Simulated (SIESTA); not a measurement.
Ti3Si under changes of volume

One of the cells (15.544 Å³/atom); the others are scaled copies at fixed shape and fractional positions:

```xyz
4
Lattice="0.0000 3.1444 3.1444 3.1444 0.0000 3.1444 3.1444 3.1444 0.0000" Properties=species:S:1:pos:R:3 pbc="T T T"
Ti    0.0000    0.0000    0.0000
Ti    1.5722    1.5722    1.5722
Ti    4.7165    4.7165    4.7165
Si    3.1444    3.1444    3.1444
```

The cell comes from a database or a generator and needn't be the stable form of this composition.

* Program: SIESTA 5.4.2
* Functional: LDA
* Potentials or basis: PseudoDojo 0.4 standard (LDA files)
* Basis: DZP (energy shift 0.003 Ry; two zetas on semicore shells)
* Grid cutoff: 800 Ry
* Energy shift: 0.003 Ry
* k mesh: 7 × 7 × 7
* Occupations: fermi-dirac, width 0.05 eV
* Spin: no spin polarisation

| volume (Å³/atom) | energy over the lowest point (meV/atom) | pressure (GPa) |
| --- | --- | --- |
| 14.611 | 0.00 | -0.2 |
| 14.922 | 3.50 | -3.1 |
| 15.233 | 12.41 | -5.9 |
| 15.544 | 26.41 | -8.3 |
| 15.855 | ? | ? |
| 16.166 | 67.37 | -12.6 |
| 16.477 | 93.61 | -14.3 |

Question: What does the run at 15.855 Å³/atom give?

Answer: Energy over the lowest point 44.79 meV/atom; pressure -10.5 GPa.

Worked out: A Birch-Murnaghan fit of order 3 (a polynomial in V^(-2/3)) to the other rows has its minimum at 14.58 Å³/atom, just outside them, with B0 = V·E''(V) = 148 GPa and B' = 3.7. It gives 44.84 meV/atom at 15.855 Å³/atom, against the run's 44.79, and -dE/dV = -10.6 GPa, against -10.5.

Energies are extrapolated to zero smearing.

Caveats: the basis of atomic orbitals isn't converged, which shifts pressures, moduli and gaps.
